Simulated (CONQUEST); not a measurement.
**AlN under changes of volume**

One of the cells (10.451 Å³/atom); the others are scaled copies at fixed shape and fractional positions:

```
CELL_PARAMETERS angstrom
3.11300 0.00000 0.00000
0.00000 4.98100 0.00000
0.00000 0.00000 5.39187
ATOMIC_POSITIONS crystal
Al 0.00000 0.50000 0.33333
Al 0.50000 0.50000 0.83333
Al 0.00000 0.00000 0.66667
Al 0.50000 0.00000 0.16667
N 0.00000 0.88000 0.33333
N 0.50000 0.88000 0.83333
N 0.00000 0.38000 0.66667
N 0.50000 0.38000 0.16667
```

- Program: CONQUEST 1.3
- Functional: PBEsol
- Potentials or basis: PseudoDojo NC PBEsol, DZP, grid of 36 × 60 × 60 points
- k mesh: 9 × 6 × 5
- Occupations: fermi-dirac, width 0.05 eV
- Spin: no spin polarisation

```tsv
volume (Å³/atom)	energy over the lowest point (meV/atom)	pressure (GPa)	gap on the mesh (eV)	largest force (eV/Å)
9.824	39.66	17.6	4.89	0.194
10.033	20.52	11.8	4.72	0.184
10.242	8.09	7.2	4.52	0.169
10.451	?	?	?	?
10.660	0.00	-0.9	4.15	0.147
10.869	3.54	-4.6	3.97	0.123
11.078	11.95	-8.1	3.80	0.121
```

Question: What does the run at 10.451 Å³/atom give?

Answer: Energy over the lowest point 1.44 meV/atom; pressure 3.0 GPa; gap on the mesh 4.33 eV; largest force 0.153 eV/Å.

Worked out: A Birch-Murnaghan fit of order 3 (a polynomial in V^(-2/3)) to the other rows has its minimum at 10.61 Å³/atom with B0 = V·E''(V) = 198 GPa and B' = 3.1 at fixed shape and positions, which overstates the stiffness. It gives 1.27 meV/atom at 10.451 Å³/atom, against the run's 1.44, and -dE/dV = 3.0 GPa, against 3.0. A straight line through the other rows of the gap, of slope -9.17 eV per unit of ln V, gives 4.33 eV, against the run's 4.33.

Energies are extrapolated to zero smearing.

Caveats: an odd mesh through Γ misses points on the zone boundary, where band edges often lie; the basis of atomic orbitals isn't converged, which shifts pressures, moduli and gaps.
